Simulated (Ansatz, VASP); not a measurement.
# Two plane-wave programs on NaCl

File INCAR:

```
SYSTEM = NaCl
PREC     = Accurate       ! precision mode
ENCUT    = 600            ! plane-wave cutoff, eV
EDIFF    = 1E-6           ! SCF threshold, eV
ISMEAR   = -1             ! smearing method
SIGMA    = 0.05           ! smearing width, eV
LREAL    = .FALSE.        ! projectors in reciprocal space
LASPH    = .TRUE.         ! aspherical terms in the spheres
NELM     = 80             ! most SCF steps
ALGO     = Normal         ! electronic algorithm
ISIF     = 3              ! what is computed and relaxed
LWAVE    = .FALSE.        ! write WAVECAR
LCHARG   = .FALSE.        ! write CHGCAR
GGA      = RE             ! functional
IBRION   = 2              ! ionic algorithm
NSW      = 60             ! ionic steps
EDIFFG   = -0.01          ! ionic threshold
```

KPOINTS

```
regular mesh
0
G
  8 8 8
  0 0 0
```

File POSCAR:

```
NaCl
1.0
    3.5021900000      0.0000000000      0.0000000000
    0.0000000000      3.5021900000      0.0000000000
    0.0000000000      0.0000000000      3.5021900000
Cl Na
1 1
Direct
    0.5000000000      0.5000000000      0.5000000000
    0.0000000000      0.0000000000      0.0000000000
```

input.yaml

```yaml
crystal:
  lattice:
    - [3.50219, 0.0, 0.0]
    - [0.0, 3.50219, 0.0]
    - [0.0, 0.0, 3.50219]
  atoms:
    - { symbol: Cl, position: [0.5, 0.5, 0.5] }
    - { symbol: Na, position: [0.0, 0.0, 0.0] }
hamiltonian:
  xc: revpbe
  pseudopotentials: { kind: paw }
kpoints:
  mp_grid: { grid: [8, 8, 8] }
scf:
  occupations: { method: fermi_dirac, width: 0.05 }
output:
  forces: true
  stress: true
relax:
  f_tol: 0.01
  max_steps: 40
  cell: { stress_tol: 0.05 }
```

Measurements of this composition are mostly on another form, of space group No. 225.

Alike in both runs: task relaxation of cell and atoms; functional revPBE; k mesh 8 × 8 × 8; occupations fermi-dirac, width 0.05 eV; no spin polarisation.

|  | VASP | Ansatz |
| --- | --- | --- |
| version | VASP 6.6.1 | Ansatz 0.2.0 |
| potentials or method | VASP PAW PBE potentials, release 64 (Cl, Na_pv) | Ansatz PAW |
| plane-wave cutoff (eV) | 600 | 420 |
| valence electrons in the cell | 14 | 16 |

|  | VASP | Ansatz | Ansatz less VASP |
| --- | --- | --- | --- |
| relaxed volume (Å³/atom) | 23.00 | 22.98 | -0.018 |
| relaxed cell length with the largest relative difference (Å) | 3.583 | 3.582 | -0.0009 |
| energy change over the relaxation (meV/atom) | -7 | -7 | -0.1 |

The two sets of potentials don't hold the same shells in valence.

Caveats: the PAW data sets were made with another functional, which shifts forces and pressure a little (VASP); the plane-wave basis is chosen anew once the cell has moved, so the energies of steps on either side of that aren't comparable (Ansatz); the PAW data sets come from PBE, with cores solved anew for the run's functional, which leaves a small shift of forces and pressure (Ansatz). A k mesh can miss the band edges.
